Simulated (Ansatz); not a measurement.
Crystal: Eu.

```xyz
1
Lattice="0.0000 2.7893 2.7893 2.7893 0.0000 2.7893 2.7893 2.7893 0.0000" Properties=species:S:1:pos:R:3 pbc="T T T"
Eu    0.0000    0.0000    0.0000
```

This isn't the form of Eu at room conditions, which is bcc.

Base run:

| Item | Value |
| --- | --- |
| Program | Ansatz 0.2.0 |
| Functional | PBE |
| Potentials or basis | Ansatz PAW |
| Cutoff | 420 eV (not typed: the program's choice for these potentials) |
| k mesh | 8 × 8 × 8 |
| Occupations | fermi-dirac, width 0.05 eV |
| Spin | no spin polarisation |

Its results: band gap on the k mesh none (metal or under the smearing width); pressure -4.0 GPa.

**Question.** The run is repeated on the same cell with these changes: spin from no spin polarisation to collinear spin, ferromagnetic start. What comes out?

**Answer.** Band gap on the k mesh none (metal or under the smearing width); pressure -0.6 GPa; net moment 7.53 μB per cell; site moments Eu +7.20 μB.

Caveats: spin-orbit coupling is left out, which moves the levels of the heavy elements (some runs).
